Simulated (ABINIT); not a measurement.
# AlP (F-43m): G0W0 in ABINIT against the wavefunction cutoff in GW

How does the gap of AlP (F-43m) converge in the wavefunction cutoff in GW?

Main program and level: ABINIT 10.8.3; PBE and many-body steps on it, plane waves.

The database entry behind the starting cell differs from later determinations by our own check (0.1 to 0.3 % short, probably kX units), so it need not match the best structure at ambient conditions.

### Step 1. Set-up

Symmetry: F-43m, No. 216, cubic system. The conventional cell has a = 5.451 Å, b = 5.451 Å, c = 5.451 Å, α = 90.00°, β = 90.00°, γ = 90.00°. Al has 4 P at 2.36 Å nearest. P has 4 Al at 2.36 Å nearest. Farther neighbours are not listed.

The cell and positions come from the Crystallography Open Database and are kept as given unless a step says otherwise.

### Step 2. Screening, 4×4×4 mesh, 69 bands, screening to 130.6 eV

This step: ABINIT 10.8.3; RPA screening on PBE, plane waves, norm-conserving pseudopotentials.

The RPA dielectric matrix is built and inverted for each q.

run.abi reads:

```
acell 3*1.0 Angstrom
rprim 
  -0.000000000000 2.725500000000 2.725500000000
  2.725500000000 -0.000000000000 2.725500000000
  2.725500000000 2.725500000000 -0.000000000000
ntypat 2
znucl 13 15
natom 2
typat 1 2
xred 
  0.000000000000 0.000000000000 0.000000000000
  0.250000000000 0.250000000000 0.250000000000
pp_dirpath "pseudos"
pseudos "Al.upf, P.upf"
ecut 18
ngkpt 4 4 4
nshiftk 1
shiftk 0 0 0
kptopt 1
chksymbreak 0
istwfk *1
occopt 1
irdwfk 1
optdriver 3
nband 69
ecuteps 4.8
inclvkb 2
awtr 1
symchi 1
ecutwfn 5.4
indata_prefix "in"
outdata_prefix "out"
tmpdata_prefix "tmp"
```

Launch:

```sh
> OMP_NUM_THREADS=1 mpirun -n 4 abinit run.abi > log
```

Output:

```text
.Version 10.8.3 of ABINIT. v10.8.2 released Aug 2026.

 Symmetries : space group F-4 3 m (#216); Bravais cF (face-center cubic)
[... echo of the input left out ...]
== DATASET  1 ==================================================================
-   mpi_nproc: 4, omp_nthreads: 1 (-1 if OMP is not activated)

--- !DatasetInfo
iteration_state: {dtset: 1, }
dimensions: {natom: 2, nkpt: 8, mband: 69, nsppol: 1, nspinor: 1, nspden: 1, mpw: 174, }
cutoff_energies: {ecut:   5.4, pawecutdg:  -1.0, }
electrons: {nelect:   8.00000000E+00, charge:   0.00000000E+00, occopt:   1.00000000E+00, tsmear:   1.00000000E-02, }

 SCREENING: Calculation of the susceptibility and dielectric matrices

 Based on a program developped by R.W. Godby, V. Olevano, G. Onida, and L. Reining.
 Incorporated in ABINIT by V. Olevano, G.-M. Rignanese, and M. Torrent.
.Using double precision arithmetic ; gwpc =  8

[... cell and pseudopotentials left out ...]
--------------------------------------------------------------------------------

 ==== K-mesh for the wavefunctions ====
 Number of points in the irreducible wedge :     8
[... list of points left out ...]
 Together with 24 symmetry operations and time-reversal symmetry
 yields    64 points in the full Brillouin Zone.

 ==== Q-mesh for the screening function ====
 Number of points in the irreducible wedge :     8
[... list of points left out ...]
 Together with 24 symmetry operations and time-reversal symmetry
 yields    64 points in the full Brillouin Zone.

 setmesh: FFT mesh size selected  =    15x   15x   15
          total number of points  =         3375

 vcoul_init : cutoff-mode = AUXILIARY_FUNCTION
 q-points for optical limit:   1
     1)      0.000010    0.000020    0.000030

- screening: taking advantage of time-reversal symmetry
- Maximum band index for partially occupied states nbvw = 4
- Remaining bands to be divided among processors   nbcw = 65
- Number of bands treated by each node ~16

 Number of electrons calculated from density =    7.9909; Expected =    8.0000
 average of density, n =  0.029243
 r_s =    2.0135
 omega_plasma =   16.4957 [eV]

 calculating chi0 at frequencies [eV] :
  1    0.000000E+00    0.000000E+00
  2    0.000000E+00    1.649567E+01

--------------------------------------------------------------------------------
  q-point number  1        q = ( 0.000000, 0.000000, 0.000000) [r.l.u.]
--------------------------------------------------------------------------------
[... chi0 elements left out ...]
 For q-point:  0.000010 0.000020 0.000030
  dielectric constant =  10.8065
  dielectric constant without local fields =  12.3449

  Average fulfillment of the sum rule on Im[epsilon] for q-point    1 :     82.04  [%]
[... wings left out ...]
  q-point number  2        q = ( 0.250000, 0.000000, 0.000000) [r.l.u.]
--------------------------------------------------------------------------------
[... chi0 elements left out ...]
  Average fulfillment of the sum rule on Im[epsilon] for q-point    2 :     88.76  [%]

 [... 6 further q-points ...]
```

The job ended after 3.1 s (4 MPI ranks of Arm Neoverse V1, shared host; peak memory 0.25 GiB; 12 s of CPU time).

Numbers from this step:

| Quantity | Value |
| --- | --- |
| ε∞ with local fields, on this mesh, along the program's q direction | 10.81 |
| the same without local fields | 12.34 |
| plasma frequency | 16.50 eV |
| plane waves in the screening matrix | 137 |

Local fields lower ε∞ by 12 %. On a Γ-centred mesh this coarse the value itself is usually too large, while a short band sum pulls it down.

### Step 3. 5.4 Ha

This step: G0W0 on PBE, plane waves, norm-conserving pseudopotentials.

run.abi, as its differences from that of step 2:

```diff
@@ -23,8 +23,17 @@
 irdwfk 1
-optdriver 3
+optdriver 4
 nband 69
+gwcalctyp 0
+ecutsigx 5.4
+symsigma 1
+nkptgw 2
+kptgw 
+  0.0000000000 0.0000000000 0.0000000000
+  0.5000000000 0.5000000000 0.0000000000
+bdgw 
+  2 8
+  3 6
 ecuteps 4.8
-inclvkb 2
-awtr 1
-symchi 1
+irdscr 1
+ppmodel 1
 ecutwfn 5.4
```

Output:

```text
.Version 10.8.3 of ABINIT. v10.8.2 released Aug 2026.

 Symmetries : space group F-4 3 m (#216); Bravais cF (face-center cubic)
[... echo of the input left out ...]
== DATASET  1 ==================================================================
-   mpi_nproc: 4, omp_nthreads: 1 (-1 if OMP is not activated)

--- !DatasetInfo
iteration_state: {dtset: 1, }
dimensions: {natom: 2, nkpt: 8, mband: 69, nsppol: 1, nspinor: 1, nspden: 1, mpw: 174, }
cutoff_energies: {ecut:   5.4, pawecutdg:  -1.0, }
electrons: {nelect:   8.00000000E+00, charge:   0.00000000E+00, occopt:   1.00000000E+00, tsmear:   1.00000000E-02, }

 SIGMA: Calculation of the GW corrections

 Based on a program developped by R.W. Godby, V. Olevano, G. Onida, and L. Reining.
 Incorporated in ABINIT by V. Olevano, G.-M. Rignanese, and M. Torrent.
.Using double precision arithmetic ; gwpc =  8

[... cell and pseudopotentials left out ...]
--------------------------------------------------------------------------------

 ==== K-mesh for the wavefunctions ====
 Number of points in the irreducible wedge :     8
[... list of points left out ...]
 Together with 24 symmetry operations and time-reversal symmetry
 yields    64 points in the full Brillouin Zone.

 ==== Q-mesh for screening function ====
 Number of points in the irreducible wedge :     8
[... list of points left out ...]
 Together with 24 symmetry operations and time-reversal symmetry
 yields    64 points in the full Brillouin Zone.

 vcoul_init : cutoff-mode = AUXILIARY_FUNCTION
 q-points for optical limit:   1
     1)      0.000010    0.000020    0.000030
 setmesh: FFT mesh size selected  =    15x   15x   15
          total number of points  =         3375

 Number of electrons calculated from density =    7.9909; Expected =    8.0000
 average of density, n =  0.029243
 r_s =    2.0135
 omega_plasma =   16.4957 [eV]

 === KS Band Gaps ===
  >>>> For spin  1
   Minimum direct gap =   3.3252 [eV], located at k-point      :   0.0000  0.0000  0.0000
   Fundamental gap    =   1.5639 [eV], Top of valence bands at :   0.0000  0.0000  0.0000
                                       Bottom of conduction at :   0.5000  0.5000  0.0000
 SIGMA fundamental parameters:
 PLASMON POLE MODEL  1
 number of plane-waves for SigmaX                  169
 number of plane-waves for SigmaC and W            137
 number of plane-waves for wavefunctions           169
 number of bands                                    69
 number of independent spin polarizations            1
 number of spinorial components                      1
 number of k-points in IBZ                           8
 number of q-points in IBZ                           8
 number of symmetry operations                      24
 number of k-points in BZ                           64
 number of q-points in BZ                           64
 number of frequencies for dSigma/dE                 9
 frequency step for dSigma/dE [eV]                0.25
 number of omega for Sigma on real axis              0
 max omega for Sigma on real axis  [eV]           0.00
 zcut for avoiding poles [eV]                     0.10

 EPSILON^-1 parameters (SCR file):
 dimension of the eps^-1 matrix on file            137
 dimension of the eps^-1 matrix used               137
 number of plane-waves for wavefunctions           169
 number of bands                                    69
 number of q-points in IBZ                           8
 number of frequencies                               2
 number of real frequencies                          1
 number of imag frequencies                          1

 matrix elements of self-energy operator (all in [eV])

 Perturbative Calculation

--- !SelfEnergy_ee
iteration_state: {dtset: 1, }
kpoint     : [   0.000,    0.000,    0.000, ]
spin       : 1
KS_gap     :    3.325
QP_gap     :    4.194
Delta_QP_KS:    0.869
data: !SigmaeeData |
     Band     E0 <VxcDFT>   SigX SigC(E0)      Z dSigC/dE  Sig(E)    E-E0       E
        2   3.875 -11.893 -14.158   1.550   0.768  -0.302 -12.443  -0.549   3.326
        3   3.875 -11.893 -14.158   1.550   0.768  -0.302 -12.443  -0.549   3.326
        4   3.875 -11.893 -14.158   1.550   0.768  -0.302 -12.443  -0.549   3.326
        5   7.200  -9.909  -5.324  -4.177   0.783  -0.278  -9.589   0.320   7.520
        6   8.440  -9.542  -4.913  -4.179   0.779  -0.284  -9.192   0.351   8.790
        7   8.440  -9.542  -4.913  -4.179   0.779  -0.284  -9.192   0.351   8.790
        8   8.440  -9.542  -4.913  -4.179   0.779  -0.284  -9.192   0.351   8.790

--- !SelfEnergy_ee
iteration_state: {dtset: 1, }
kpoint     : [   0.500,    0.500,    0.000, ]
spin       : 1
KS_gap     :    3.679
QP_gap     :    4.518
Delta_QP_KS:    0.838
data: !SigmaeeData |
     Band     E0 <VxcDFT>   SigX SigC(E0)      Z dSigC/dE  Sig(E)    E-E0       E
        3   1.760 -10.963 -14.057   2.176   0.757  -0.321 -11.658  -0.696   1.064
        4   1.760 -10.963 -14.057   2.176   0.757  -0.321 -11.658  -0.696   1.064
        5   5.439  -8.271  -4.473  -3.619   0.796  -0.256  -8.129   0.143   5.582
        6   6.343  -8.995  -4.945  -3.690   0.792  -0.262  -8.709   0.286   6.629

== END DATASET(S) ==============================================================
================================================================================

 -outvars: echo values of variables after computation  --------
           etotal      0.0000000000E+00
            nband          69
             nkpt           8
          spgroup         216
 [... the other variables as echoed above ...]

 Calculation completed.
```

The job ended after 3.7 s (4 MPI ranks; peak memory 0.28 GiB).

This step gave:

```yaml
g0w0_gap_on_the_points_computed: 2.256 eV
starting_gap_on_the_mesh: 1.564 eV
k_of_the_valence_top: 0, 0, 0
k_of_the_conduction_bottom: 0.5, 0.5, 0
z_at_the_valence_top: 0.768
z_at_the_conduction_bottom: 0.796
least_direct_g0w0_gap_on_the_computed_points: 4.194 eV
```

### Step 4. Screening, 4×4×4 mesh, 69 bands, screening to 130.6 eV

This step: RPA screening on PBE, plane waves, norm-conserving pseudopotentials.

run.abi, as its differences from that of step 3:

```diff
@@ -23,18 +23,9 @@
 irdwfk 1
-optdriver 4
+optdriver 3
 nband 69
-gwcalctyp 0
-ecutsigx 5.4
-symsigma 1
-nkptgw 2
-kptgw 
-  0.0000000000 0.0000000000 0.0000000000
-  0.5000000000 0.5000000000 0.0000000000
-bdgw 
-  2 8
-  3 6
 ecuteps 4.8
-irdscr 1
-ppmodel 1
-ecutwfn 5.4
+inclvkb 2
+awtr 1
+symchi 1
+ecutwfn 9
 indata_prefix "in"
```

Output:

```text
.Version 10.8.3 of ABINIT. v10.8.2 released Aug 2026.

 Symmetries : space group F-4 3 m (#216); Bravais cF (face-center cubic)
[... echo of the input left out ...]
== DATASET  1 ==================================================================
-   mpi_nproc: 4, omp_nthreads: 1 (-1 if OMP is not activated)

--- !DatasetInfo
iteration_state: {dtset: 1, }
dimensions: {natom: 2, nkpt: 8, mband: 69, nsppol: 1, nspinor: 1, nspden: 1, mpw: 360, }
cutoff_energies: {ecut:   9.0, pawecutdg:  -1.0, }
electrons: {nelect:   8.00000000E+00, charge:   0.00000000E+00, occopt:   1.00000000E+00, tsmear:   1.00000000E-02, }

 SCREENING: Calculation of the susceptibility and dielectric matrices

 Based on a program developped by R.W. Godby, V. Olevano, G. Onida, and L. Reining.
 Incorporated in ABINIT by V. Olevano, G.-M. Rignanese, and M. Torrent.
.Using double precision arithmetic ; gwpc =  8

[... cell and pseudopotentials left out ...]
--------------------------------------------------------------------------------

 ==== K-mesh for the wavefunctions ====
 Number of points in the irreducible wedge :     8
[... list of points left out ...]
 Together with 24 symmetry operations and time-reversal symmetry
 yields    64 points in the full Brillouin Zone.

 ==== Q-mesh for the screening function ====
 Number of points in the irreducible wedge :     8
[... list of points left out ...]
 Together with 24 symmetry operations and time-reversal symmetry
 yields    64 points in the full Brillouin Zone.

 setmesh: FFT mesh size selected  =    18x   18x   18
          total number of points  =         5832

 vcoul_init : cutoff-mode = AUXILIARY_FUNCTION
 q-points for optical limit:   1
     1)      0.000010    0.000020    0.000030

- screening: taking advantage of time-reversal symmetry
- Maximum band index for partially occupied states nbvw = 4
- Remaining bands to be divided among processors   nbcw = 65
- Number of bands treated by each node ~16

 Number of electrons calculated from density =    7.9988; Expected =    8.0000
 average of density, n =  0.029272
 r_s =    2.0129
 omega_plasma =   16.5038 [eV]

 calculating chi0 at frequencies [eV] :
  1    0.000000E+00    0.000000E+00
  2    0.000000E+00    1.650384E+01

--------------------------------------------------------------------------------
  q-point number  1        q = ( 0.000000, 0.000000, 0.000000) [r.l.u.]
--------------------------------------------------------------------------------
[... chi0 elements left out ...]
 For q-point:  0.000010 0.000020 0.000030
  dielectric constant =  10.7278
  dielectric constant without local fields =  12.2295

  Average fulfillment of the sum rule on Im[epsilon] for q-point    1 :     82.49  [%]
[... wings left out ...]
  q-point number  2        q = ( 0.250000, 0.000000, 0.000000) [r.l.u.]
--------------------------------------------------------------------------------
[... chi0 elements left out ...]
  Average fulfillment of the sum rule on Im[epsilon] for q-point    2 :     88.85  [%]

 [... 6 further q-points ...]
```

Run time: 4 s. Hardware: 4 MPI ranks; peak memory 0.29 GiB; 16 s of CPU time.

Numbers from this step:

```
ε∞ with local fields, on this mesh, along the program's q direction : 10.73
the same without local fields                                       : 12.23
plasma frequency                                                    : 16.50 eV
plane waves in the screening matrix                                 : 137
```

### Step 5. 9 Ha

The self-energy is evaluated for the states that the input lists, and the levels follow from it, in one-shot runs by the linearised quasiparticle equation.

This step: G0W0 on PBE, plane waves, norm-conserving pseudopotentials.

run.abi, as its differences from that of step 4:

```diff
@@ -23,8 +23,17 @@
 irdwfk 1
-optdriver 3
+optdriver 4
 nband 69
+gwcalctyp 0
+ecutsigx 9
+symsigma 1
+nkptgw 2
+kptgw 
+  0.0000000000 0.0000000000 0.0000000000
+  0.5000000000 0.5000000000 0.0000000000
+bdgw 
+  2 8
+  3 6
 ecuteps 4.8
-inclvkb 2
-awtr 1
-symchi 1
+irdscr 1
+ppmodel 1
 ecutwfn 9
```

Output:

```text
.Version 10.8.3 of ABINIT. v10.8.2 released Aug 2026.

 Symmetries : space group F-4 3 m (#216); Bravais cF (face-center cubic)
[... echo of the input left out ...]
== DATASET  1 ==================================================================
-   mpi_nproc: 4, omp_nthreads: 1 (-1 if OMP is not activated)

--- !DatasetInfo
iteration_state: {dtset: 1, }
dimensions: {natom: 2, nkpt: 8, mband: 69, nsppol: 1, nspinor: 1, nspden: 1, mpw: 360, }
cutoff_energies: {ecut:   9.0, pawecutdg:  -1.0, }
electrons: {nelect:   8.00000000E+00, charge:   0.00000000E+00, occopt:   1.00000000E+00, tsmear:   1.00000000E-02, }

 SIGMA: Calculation of the GW corrections

 Based on a program developped by R.W. Godby, V. Olevano, G. Onida, and L. Reining.
 Incorporated in ABINIT by V. Olevano, G.-M. Rignanese, and M. Torrent.
.Using double precision arithmetic ; gwpc =  8

[... cell and pseudopotentials left out ...]
--------------------------------------------------------------------------------

 ==== K-mesh for the wavefunctions ====
 Number of points in the irreducible wedge :     8
[... list of points left out ...]
 Together with 24 symmetry operations and time-reversal symmetry
 yields    64 points in the full Brillouin Zone.

 ==== Q-mesh for screening function ====
 Number of points in the irreducible wedge :     8
[... list of points left out ...]
 Together with 24 symmetry operations and time-reversal symmetry
 yields    64 points in the full Brillouin Zone.

 vcoul_init : cutoff-mode = AUXILIARY_FUNCTION
 q-points for optical limit:   1
     1)      0.000010    0.000020    0.000030
 setmesh: FFT mesh size selected  =    20x   20x   20
          total number of points  =         8000

 Number of electrons calculated from density =    7.9988; Expected =    8.0000
[...]
number of omega for Sigma on real axis              0
 max omega for Sigma on real axis  [eV]           0.00
 zcut for avoiding poles [eV]                     0.10

 EPSILON^-1 parameters (SCR file):
 dimension of the eps^-1 matrix on file            137
 dimension of the eps^-1 matrix used               137
 number of plane-waves for wavefunctions           339
 number of bands                                    69
 number of q-points in IBZ                           8
 number of frequencies                               2
 number of real frequencies                          1
 number of imag frequencies                          1

 matrix elements of self-energy operator (all in [eV])

 Perturbative Calculation

--- !SelfEnergy_ee
iteration_state: {dtset: 1, }
kpoint     : [   0.000,    0.000,    0.000, ]
spin       : 1
KS_gap     :    3.325
QP_gap     :    4.202
Delta_QP_KS:    0.876
data: !SigmaeeData |
     Band     E0 <VxcDFT>   SigX SigC(E0)      Z dSigC/dE  Sig(E)    E-E0       E
        2   3.875 -11.910 -14.188   1.520   0.767  -0.304 -12.492  -0.582   3.293
        3   3.875 -11.910 -14.188   1.520   0.767  -0.304 -12.492  -0.582   3.293
        4   3.875 -11.910 -14.188   1.520   0.767  -0.304 -12.492  -0.582   3.293
[...]
--- !SelfEnergy_ee
iteration_state: {dtset: 1, }
kpoint     : [   0.500,    0.500,    0.000, ]
spin       : 1
KS_gap     :    3.679
QP_gap     :    4.525
Delta_QP_KS:    0.845
data: !SigmaeeData |
     Band     E0 <VxcDFT>   SigX SigC(E0)      Z dSigC/dE  Sig(E)    E-E0       E
[...]
5   5.439  -8.285  -4.490  -3.634   0.796  -0.257  -8.156   0.129   5.568
        6   6.343  -9.003  -4.951  -3.707   0.792  -0.263  -8.730   0.273   6.617

== END DATASET(S) ==============================================================
================================================================================

 -outvars: echo values of variables after computation  --------
           etotal      0.0000000000E+00
            nband          69
             nkpt           8
          spgroup         216
 [... the other variables as echoed above ...]

 Calculation completed.
```

Wall time 3.8 s (4 MPI ranks); peak memory 0.31 GiB; 15 s of CPU time.

This step gave:

```
G0W0 gap on the points computed              : 2.275 eV
starting gap on the mesh                     : 1.564 eV
k of the valence top                         : 0, 0, 0
k of the conduction bottom                   : 0.5, 0.5, 0
Z at the valence top                         : 0.767
Z at the conduction bottom                   : 0.796
least direct G0W0 gap on the computed points : 4.201 eV
```

The gap on the mesh goes from 1.56 eV to 2.27 eV, a correction of +0.71 eV.

(Continued in part 2 of 2.)

[Paths, hosts, dates, memory and timing lines, banners, echoed tables and standing remarks are left out of the program output.]

[Logs are printed without paths, hosts, clocks, repeated set-up lines and the standing remarks that a program may print on its own settings, such as how far it seeks lower states.]

[Runs of the session that timed out or met a known fault of the program may be left out.]

[Hosts, paths, dates, database ids (printed as entryN), source tags and the programs' standing remarks are cut or masked in the printed files.]

[G0W0 gaps are taken among the corrected bands and points alone; a level outside them can change the order at an edge.]

[Where Ansatz stands beside ABINIT at settings called matched, ABINIT's density can come from a denser mesh and the files from another edition; pairs whose starting gaps differed by over 0.03 eV were left out, so agreement reads better than it is.]
